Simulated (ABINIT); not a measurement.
# Bi (R-3m) in ABINIT: notebook, part 2 of 2

ABINIT 10.8.3 (patched build).

## 5. Band structure, WC

Input file run.abi:

```
ndtset 2

pp_dirpath "./"
pseudos "Bi.GGA_PBE-JTH.xml"

acell 3*1.0
rprim
     4.2849539876     2.4739193382     7.4417414788
    -4.2849539876     2.4739193382     7.4417414788
     0.0000000000    -4.9478386764     7.4417414788
ntypat 1
znucl 83
natom 2
typat 1 1
xred
     0.7660000000     0.7660000000     0.7660000000
     0.2340000000     0.2340000000     0.2340000000

ecut 26.0
pawecutdg 48.0
pawxcdev 0

ixc 23

occopt 3
tsmear 0.05 eV

nstep 100

iomode 3
prtwf 0
prteig 0
prtebands 0
enunit 1
prtden1 1

kptopt1 1
ngkpt1 7 7 7
nshiftk1 1
shiftk1 0.0 0.0 0.0
nband1 19
tolvrs1 1.0e-9

iscf2 -2
getden2 1
nband2 25
nbdbuf2 4
tolwfr2 1.0e-11
kptopt2 -2
ndivsm2 8
prteig2 1
prtvol2 -3
kptbounds2
     0.0000000000     0.0000000000     0.0000000000
     0.5000000000     0.0000000000     0.0000000000
     0.5000000000     0.2403434496    -0.2403434496
```

Potentials or basis: JTH PAW PBE v2.0.

Run with:

```bash
$ abinit run.abi > log 2>&1
```

run.abo:

```text
.Version 10.8.3 of ABINIT
 DATASET    1 : space group R-3 m (#166); Bravais hR (rhombohedral)
================================================================================
 Values of the parameters that define the memory need for DATASET  1.
     intxc =       0    ionmov =       0      iscf =      17    lmnmax =      18
     lnmax =       6     mgfft =      45  mpssoang =       3    mqgrid =    3001
     natom =       2  nloc_mem =       2    nspden =       1   nspinor =       1
    nsppol =       1      nsym =      12    n1xccc =       1    ntypat =       1
    occopt =       3   xclevel =       2
       mpw =        3008          nfft =       91125          nkpt =          44
 PAW method is used; the additional fine FFT grid is defined by:
   mgfftf=        60    nfftf =    216000
================================================================================
================================================================================

 DATASET    2 : space group R-3 m (#166); Bravais hR (rhombohedral)
================================================================================
 Values of the parameters that define the memory need for DATASET  2.
     intxc =       0    ionmov =       0      iscf =      -2    lmnmax =      18
     lnmax =       6     mgfft =      45  mpssoang =       3    mqgrid =    3001
     natom =       2  nloc_mem =       2    nspden =       1   nspinor =       1
    nsppol =       1      nsym =      12    n1xccc =       1    ntypat =       1
    occopt =       3   xclevel =       2
[... 551 lines left out ...]
   8.67967    8.89521   11.33065   11.70251   12.03763   12.99121   13.56652   14.57876
  14.69948
 kpt#   4, nband= 25, wtk=  1.00000, kpt=  0.1500  0.0000  0.0000 (reduced coord)
 -16.66928  -16.66452  -16.52612  -16.52054  -16.50605  -16.35661  -16.34353  -16.33946
[... 64 lines left out ...]
 -16.63135  -16.52874  -16.47953  -16.47267  -16.45773  -16.41519  -16.39322  -16.38085
 -16.35421  -16.26343   -4.48846   -4.41583    2.13167    2.71700    5.42882    6.88587
  10.73722   10.96998   11.99135   12.19117   15.92916   15.98684   17.14188   17.41133
  20.09754
 kpt#  18, nband= 25, wtk=  1.00000, kpt=  0.5000  0.2103 -0.2103 (reduced coord)
 -16.63321  -16.54077  -16.48616  -16.48260  -16.44541  -16.40330  -16.40008  -16.37466
 -16.34869  -16.26174   -4.58190   -4.24093    2.01708    2.36751    5.59095    6.92353
  11.15025   11.15305   12.04733   12.16157   16.27939   16.61221   16.82536   17.06346
  19.41985
 kpt#  19, nband= 25, wtk=  1.00000, kpt=  0.5000  0.2403 -0.2403 (reduced coord)
 -16.63244  -16.55277  -16.49175  -16.48918  -16.43286  -16.41485  -16.38722  -16.36909
 -16.34358  -16.26268   -4.70855   -4.07616    2.04163    2.13362    5.74441    6.92431
  11.13590   11.14688   12.22847   12.39028   16.43421   16.47906   16.91691   17.34603
  19.07523

== END DATASET(S) ==============================================================
================================================================================

 -outvars: echo values of variables after computation  --------
            acell      1.0000000000E+00  1.0000000000E+00  1.0000000000E+00 Bohr
           etotal1    -1.4441443719E+02
            fcart1     1.0394480714E-19 -2.5575333949E-20 -3.0158689155E-03
                      -1.0394480714E-19  2.5575333949E-20  3.0158689155E-03
            rprim      4.2849539876E+00  2.4739193382E+00  7.4417414788E+00
                      -4.2849539876E+00  2.4739193382E+00  7.4417414788E+00
                       0.0000000000E+00 -4.9478386764E+00  7.4417414788E+00
           strten1     2.2423849573E-05  2.2423849609E-05  3.0397629801E-05
                       0.0000000000E+00  0.0000000000E+00  0.0000000000E+00
           xangst     -6.9118748466E-17  3.1638029746E-17  9.0495239939E+00
                      -2.1876098812E-18 -4.8624024627E-17  2.7644759981E+00
             xred      7.6600000000E-01  7.6600000000E-01  7.6600000000E-01
                       2.3400000000E-01  2.3400000000E-01  2.3400000000E-01
 Calculation completed.
```

Run time: 2.8 min. Hardware: 1 thread of Arm Neoverse V1, shared host; peak memory 0.23 GiB.

Results:

| Property | Result |
| --- | --- |
| Free energy | -3929.7170 eV |
| Pressure | -0.7 GPa |
| Largest force | 0.155 eV/Å |
| Band gap along the path | none (metal or under the smearing width) |
| Valence electrons inside the program's atomic spheres | Bi 12.18 (radii [1.2765] Å) |

Forces on the atoms (eV/Å):
```
Bi   0.000  0.000 -0.155
Bi   0.000  0.000  0.155
```

Stress tensor (GPa, compression positive):
```
-0.66  0.00  0.00
 0.00 -0.66  0.00
 0.00  0.00 -0.89
```

Levels at the corners of the path, in eV from the Fermi level:
| point | band 11 | band 12 | band 13 | band 14 | band 15 | band 16 | band 17 | band 18 | band 19 | band 20 |
| --- | --- | --- | --- | --- | --- | --- | --- | --- | --- | --- |
| Γ | -13.02 | -7.37 | -1.36 | -1.10 | -1.10 | 2.61 | 3.08 | 3.08 | 5.76 | 5.90 |
| L | -11.09 | -10.44 | -1.21 | -1.06 | -0.17 | -0.16 | 0.64 | 1.14 | 7.59 | 8.57 |
| B1 | -10.75 | -10.12 | -4.00 | -3.91 | -0.30 | 0.88 | 5.10 | 5.11 | 6.19 | 6.35 |

Caveat: the PAW data sets were made with another functional, which shifts forces and pressure a little; spin-orbit coupling is left out, which moves the levels of the heavy elements.

## 6. Overview

```csv
level,gap on the mesh (eV),pressure (GPa),largest force (eV/Å)
SCAN,0.37,-0.7,0.06
revPBE,0.27,2.6,0.23
PW91,-,1.5,0.20
WC,-,-0.7,0.16
```

Alike in all rows: task band structure; potentials or basis JTH PAW PBE v2.0; no spin polarisation; cell as given; k mesh 7 × 7 × 7; cutoff (eV) 707; smearing fermi-dirac 0.05 eV.

The pressure there spans -0.7 GPa (SCAN) to 2.6 GPa (revPBE); a positive pressure means that this level wants a larger cell, a negative one a smaller.

Caveats: the PAW data sets were made with another functional, which shifts forces and pressure a little; spin-orbit coupling is left out, which as a rule narrows the gap of such compounds by several tenths of an eV (some runs); the mesh misses the band edges, which the band path finds closer together (some runs); spin-orbit coupling is left out, which moves the levels of the heavy elements (some runs); totals of a meta-GGA on PAW files have another zero than those of a GGA (some runs).

Absolute energies hang on the potentials; compare differences alone.
